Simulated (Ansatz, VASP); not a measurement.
# MgO (Periclase): VASP beside Ansatz, part 2 of 2

One calculation is typed for both programs; each brings its own data sets and cutoff. How far apart do they land?

VASP 6.6.1 and Ansatz 0.2.0.

So far: The structure; Ansatz: G0W0 gap, PBE.

The database entry behind the starting cell differs from later determinations by our own check (about 0.1 % long), so it need not match the best structure at ambient conditions.

### Step 3. VASP: G0W0 gap, PBE

Level of this step: G0W0 on PBE; plane waves and PAW (Mg_GW, O_GW) (VASP).

The same cell, functional and mesh now go to VASP, with its own data sets and cutoff.

Lines of VASP's logs that name or quote its potential files are left out, and so is its time.

The run reads the wave functions of an earlier VASP run, which isn't shown here.

Contents of INCAR:

```
SYSTEM = MgO
PREC = Accurate
ENCUT = 440
ISMEAR = 0
SIGMA = 0.01
LREAL = .FALSE.
GGA = PE
NBANDS = 128
ALGO = EVGW0
NELMGW = 1
ENCUTGW = 200
NOMEGA = 64
PRECFOCK = Fast
NBANDSGW = 16
LWAVE = .FALSE.
LCHARG = .FALSE.
```

Contents of POSCAR:

```
MgO
1.0
    0.0000000000      2.1085000000      2.1085000000
    2.1085000000      0.0000000000      2.1085000000
    2.1085000000      2.1085000000      0.0000000000
Mg O
1 1
Direct
    0.0000000000      0.0000000000      0.0000000000
    0.5000000000      0.5000000000      0.5000000000
```

Contents of KPOINTS:

```
Automatic mesh
0
Gamma
4 4 4
0 0 0
```

PAW data sets: Mg_GW and O_GW (PBE family, release 64).

Run with:

```sh
$ mpirun -np 8 vasp_std
```

Numbers of over 12 decimals in the logs are rounded to 6 here.

Output:

```text
[banner, memory and clock lines left out]
running    8 mpi-ranks, on    1 nodes
 distrk:  each k-point on    8 cores,    1 groups
 distr:  one band on    1 cores,    8 groups

 POSCAR found type information on POSCAR MgO
 POSCAR found :  2 types and       2 ions
|                                                                             |
|           W    W    AA    RRRRR   N    N  II  N    N   GGGG   !!!           |
|           W    W   A  A   R    R  NN   N  II  NN   N  G    G  !!!           |
|           W    W  A    A  R    R  N N  N  II  N N  N  G       !!!           |
|           W WW W  AAAAAA  RRRRR   N  N N  II  N  N N  G  GGG   !            |
|           WW  WW  A    A  R   R   N   NN  II  N   NN  G    G                |
|           W    W  A    A  R    R  N    N  II  N    N   GGGG   !!!           |
|                                                                             |
|     For optimal performance we recommend to set                             |
|       NCORE = 2 up to number-of-cores-per-socket                            |
|     NCORE specifies how many cores store one orbital (NPAR=cpu/NCORE).      |
|     This setting can greatly improve the performance of VASP for DFT.       |
|     The default, NCORE=1 might be grossly inefficient on modern             |
|     multi-core architectures or massively parallel machines. Do your        |
|     Unfortunately you need to use the default for GW and RPA                |
|     calculations (for HF NCORE is supported but not extensively tested      |
|     yet).                                                                   |
|                                                                             |

|                                                                             |
|           W    W    AA    RRRRR   N    N  II  N    N   GGGG   !!!           |
|           W    W   A  A   R    R  NN   N  II  NN   N  G    G  !!!           |
|           W    W  A    A  R    R  N N  N  II  N N  N  G       !!!           |
|           W WW W  AAAAAA  RRRRR   N  N N  II  N  N N  G  GGG   !            |
|           WW  WW  A    A  R   R   N   NN  II  N   NN  G    G                |
|           W    W  A    A  R    R  N    N  II  N    N   GGGG   !!!           |
|                                                                             |
|     The default for ENCUTGWSOFT is different in this version of VASP.       |
|     please manually set ENCUTGWSOFT =200 in the INCAR file.                 |
|                                                                             |

 LDA part: xc-table for (Slater+PW92), standard interpolation
 found WAVECAR, reading the header
 POSCAR, INCAR and KPOINTS ok, starting setup
 FFT: planning ... GRIDC
 FFT: planning ... GRID_SOFT
 FFT: planning ... GRID
 reading WAVECAR
 the WAVECAR file was read successfully
 initial charge from wavefunction
 available memory per node:     61.34 GB, setting MAXMEM to     62810

 The Fermi energy was updated, please check that it is located mid-gap
 values below the HOMO (VB) or above the LUMO (CB) will cause erroneous energies
 E-fermi :   5.5147

 calculate exact exchange contribution
 the WAVEDER file was read successfully
energies w=
    0.000    0.000    0.644    0.000    1.287    0.000    1.927    0.000
    2.563    0.000    3.193    0.000    3.817    0.000    4.433    0.000
    5.042    0.000    5.643    0.000    6.235    0.000    6.820    0.000
    7.396    0.000    7.964    0.000    8.526    0.000    9.080    0.000
    9.629    0.000   10.173    0.000   10.713    0.000   11.250    0.000
   11.785    0.000   12.319    0.000   12.854    0.000   13.390    0.000
   13.929    0.000   14.472    0.000   15.021    0.000   15.577    0.000
   16.142    0.000   16.718    0.000   17.307    0.000   17.912    0.000
   18.533    0.000   19.175    0.000   19.840    0.000   20.531    0.000
   21.253    0.000   22.009    0.000   22.804    0.000   23.643    0.000
   24.534    0.000   25.483    0.000   26.500    0.000   27.593    0.000
   28.777    0.000   30.065    0.000   31.477    0.000   33.031    0.000
   34.757    0.000   36.688    0.000   38.865    0.000   41.344    0.000
   44.195    0.000   47.512    0.000   51.424    0.000   56.107    0.000
   61.817    0.000   68.930    0.000   78.031    0.000   90.081    0.000
  106.765    0.000  131.352    0.000  171.114    0.000  246.169    0.000
 responsefunction array rank=     128
 LDA part: xc-table for (Slater+PW92), standard interpolation

 min. memory requirement per mpi rank     72.4 MB, per node    579.5 MB

 allocating   8 responsefunctions rank=   128
 shmem allocating  64 responsefunctions rank=   128
 response function shared by NCSHMEM nodes    1
 Doing            8  frequencies on each core in blocks of           64
NQ=   1    0.0000    0.0000    0.0000,
|.........|.........|.........|.........|.........|.........|.........|.........
 performed         96000 updates of chi_q(r,r)
 total number of BLAS operations          9.83 Gflops
NQ=   2    0.2500    0.0000    0.0000,
|.........|.........|.........|.........|.........|.........|.........|.........
 performed        339000 updates of chi_q(r,r)
 total number of BLAS operations         39.33 Gflops
NQ=   3    0.5000    0.0000    0.0000,
|.........|.........|.........|.........|.........|.........|.........|.........
 performed        508000 updates of chi_q(r,r)
 total number of BLAS operations         58.91 Gflops
NQ=   4    0.2500    0.2500    0.0000,
|.........|.........|.........|.........|.........|.........|.........|.........
 performed        723000 updates of chi_q(r,r)
 total number of BLAS operations         85.79 Gflops
NQ=   5    0.5000    0.2500    0.0000,
|.........|.........|.........|.........|.........|.........|.........|.........
 performed       1032000 updates of chi_q(r,r)
 total number of BLAS operations        120.83 Gflops
NQ=   6   -0.2500    0.2500    0.0000,
|.........|.........|.........|.........|.........|.........|.........|.........
 performed       1300000 updates of chi_q(r,r)
 total number of BLAS operations        154.36 Gflops
NQ=   7    0.5000    0.5000    0.0000,
|.........|.........|.........|.........|.........|.........|.........|.........
 performed       1453000 updates of chi_q(r,r)
 total number of BLAS operations        170.90 Gflops
NQ=   8   -0.2500    0.5000    0.2500,
|.........|.........|.........|.........|.........|.........|.........|.........
 performed       1672000 updates of chi_q(r,r)
 total number of BLAS operations        194.49 Gflops
 resolving degeneracies of screened two electron integrals

 calculate QP shifts <psi_nk| G(iteration)W_0 |psi_nk>: iteration 1
 entering main loop
```

OUTCAR, selected parts (step 3):

```text
ion  position               nearest neighbor table
   1  0.000  0.000  0.000-   2 2.11   2 2.11   2 2.11   2 2.11   2 2.11   2 2.11
   2  0.500  0.500  0.500-   1 2.11   1 2.11   1 2.11   1 2.11   1 2.11   1 2.11

  LATTYP: Found a face centered cubic cell.
 ALAT       =     4.2170000000

 Subroutine GETGRP returns: Found 48 space group operations
 (whereof 48 operations were pure point group operations)

The static configuration has the point symmetry O_h .

 Found      8 irreducible k-points:

   k-points           NKPTS =      8   k-points in BZ     NKDIM =     64   number of bands    NBANDS=    128

   dimension x,y,z NGX =    20 NGY =   20 NGZ =   20
   dimension x,y,z NGXF=    40 NGYF=   40 NGZF=   40

   ENCUT  =  440.0 eV  32.34 Ry    5.69 a.u.   5.10  5.10  5.10*2*pi/ulx,y,z

   NELECT =       8.0000    total number of electrons

  energy-cutoff  :      440.00
  volume of cell :       18.75
      direct lattice vectors                 reciprocal lattice vectors
     0.000000000  2.108500000  2.108500000    -0.237135404  0.237135404  0.237135404
     2.108500000  0.000000000  2.108500000     0.237135404 -0.237135404  0.237135404
     2.108500000  2.108500000  0.000000000     0.237135404  0.237135404 -0.237135404

 k-points in reciprocal lattice and weights: Automatic mesh
   0.00000000  0.00000000  0.00000000       0.016
   0.25000000  0.00000000  0.00000000       0.125
   0.50000000  0.00000000  0.00000000       0.062
   0.25000000  0.25000000  0.00000000       0.094
   0.50000000  0.25000000  0.00000000       0.375
  -0.25000000  0.25000000  0.00000000       0.188
   0.50000000  0.50000000  0.00000000       0.047
  -0.25000000  0.50000000  0.25000000       0.094

 E-fermi :   5.5147

 QP shifts <psi_nk| G(iteration)W_0 |psi_nk>: iteration 1
 for sc-GW calculations column KS-energies equals QP-energies in previous step
 and V_xc(KS)=  KS-energies - (<T + V_ion + V_H > + <T+V_H+V_ion>^1  + <V_x>^1)
 k-point   1 :       0.0000    0.0000    0.0000
  band No.  KS-energies  QP-energies   sigma(KS)   V_xc(KS)     V^pw_x(r,r')   Z            occupation Imag(sigma)
      1     -14.0781     -16.2694     -21.3681     -18.1235     -29.9032       0.6754       2.0000       1.1080
      2       3.1730       1.7388     -21.5534     -19.7183     -25.3016       0.7816       2.0000       0.0823
      3       3.1730       1.7388     -21.5534     -19.7183     -25.3016       0.7816       2.0000       0.0823
      4       3.1730       1.7388     -21.5534     -19.7183     -25.3016       0.7816       2.0000       0.0823
      5       7.8564       9.0458     -10.7289     -12.1583      -7.2643       0.8321       0.0000      -0.0504
      6      18.9482      20.1090      -7.6145      -9.0243      -3.0494       0.8234       0.0000      -0.0958
      7      18.9482      20.1090      -7.6145      -9.0243      -3.0494       0.8234       0.0000      -0.0958
      8      18.9482      20.1090      -7.6145      -9.0243      -3.0494       0.8234       0.0000      -0.0958
    ...

 k-point   2 :       0.2500    0.0000    0.0000
  band No.  KS-energies  QP-energies   sigma(KS)   V_xc(KS)     V^pw_x(r,r')   Z            occupation Imag(sigma)
      1     -13.4931     -15.7520     -21.9358     -18.6720     -30.3564       0.6921       2.0000       1.0694
      2       0.5199      -1.2015     -18.7371     -16.5016     -22.5156       0.7700       2.0000       0.0930
      3       2.8373       1.3509     -21.2459     -19.3390     -25.0293       0.7795       2.0000       0.0839
      4       2.8373       1.3509     -21.2459     -19.3390     -25.0293       0.7795       2.0000       0.0839
      5      10.2219      11.5244     -11.3852     -12.9728      -7.7440       0.8205       0.0000      -0.0531
      6      15.7187      17.0083      -9.4702     -11.0567      -5.0134       0.8129       0.0000      -0.0853
      7      19.7684      21.0261      -7.8350      -9.3755      -3.1474       0.8164       0.0000      -0.1075
      8      19.7684      21.0261      -7.8350      -9.3755      -3.1474       0.8164       0.0000      -0.1075
    ...

 k-point   3 :       0.5000    0.0000    0.0000
  band No.  KS-energies  QP-energies   sigma(KS)   V_xc(KS)     V^pw_x(r,r')   Z            occupation Imag(sigma)
      1     -12.8016     -15.1405     -22.7150     -19.4692     -31.0580       0.7206       2.0000       1.0492
      2      -1.4337      -3.3683     -17.3309     -14.7751     -21.4321       0.7570       2.0000       0.1180
      3       2.5262       0.9961     -20.9996     -19.0287     -24.8284       0.7764       2.0000       0.0856
      4       2.5262       0.9961     -20.9996     -19.0287     -24.8284       0.7764       2.0000       0.0856
      5      11.0395      12.1093      -8.9138     -10.2015      -4.9576       0.8308       0.0000      -0.0621
      6      15.7336      17.5868     -13.2305     -15.6024      -8.6038       0.7813       0.0000      -0.0907
      7      19.3904      20.7366      -7.6585      -9.2949      -3.0568       0.8227       0.0000      -0.0961
      8      19.3904      20.7366      -7.6585      -9.2949      -3.0568       0.8227       0.0000      -0.0961
    ...

 k-point   4 :       0.2500    0.2500    0.0000
  band No.  KS-energies  QP-energies   sigma(KS)   V_xc(KS)     V^pw_x(r,r')   Z            occupation Imag(sigma)
      1     -13.3296     -15.6048     -22.0943     -18.8423     -30.4976       0.6997       2.0000       1.0672
      2       0.5482      -1.1677     -18.8095     -16.5805     -22.5931       0.7698       2.0000       0.0922
      3       2.4449       0.8882     -20.8025     -18.7958     -24.5998       0.7757       2.0000       0.0843
      4       2.4449       0.8882     -20.8025     -18.7958     -24.5998       0.7757       2.0000       0.0843
      5      11.2003      12.6688     -12.2902     -14.1002      -8.5909       0.8113       0.0000      -0.0548
      6      14.3246      15.2934      -7.4327      -8.5922      -3.1710       0.8355       0.0000      -0.0726
      7      18.5769      19.9767      -7.9044      -9.6189      -3.2572       0.8165       0.0000      -0.0987
      8      20.5669      21.9693      -9.1368     -10.8999      -4.0723       0.7954       0.0000      -0.1497
    ...

[... 4 further parts left out ...]
```

### Step 4. Comparison

Known differences besides the potentials themselves: the two programs' PAW sets differ in cores and partial waves; the data sets hold 16 valence electrons in Ansatz (default PAW (the set named soft_2) files) and 8 in VASP; the cutoff is 420 eV in Ansatz and 440 eV in VASP; VASP leaves aspherical gradient terms in its spheres out (LASPH is not set), Ansatz keeps them; Ansatz integrates over frequency by contour deformation, VASP on a grid of NOMEGA points. Total energies have different zeros and are not compared.

The two programs side by side:

| quantity | Ansatz | VASP | difference |
| --- | --- | --- | --- |
| G0W0 gap on the mesh (eV) | 7.23 | 7.31 | -0.07 |
| PBE gap under it (eV) | 4.70 | 4.68 | +0.02 |

### Step 5. Summary of results

```yaml
difference_in_g0w0_gap_on_the_mesh_g0w0_gap_pbe: -0.074 eV
```

What this shows: The difference in G0W0 gap on the mesh is -0.074 eV (G0W0 gap, PBE), within the 0.15 eV picked in this series as the mark of a large difference. Such differences can come from data sets, numerical settings and the points named under the comparisons, not from the functional's error against experiment.

[Lines on the potential files, build, host, timing and source positions are cut from VASP's logs without a mark.]

[Logs are printed without paths, hosts, clocks, repeated set-up lines and the standing remarks that a program may print on its own settings, such as how far it seeks lower states.]

[Hosts, paths, dates, database ids (printed as entryN), source tags and the programs' standing remarks are cut or masked in the printed files.]
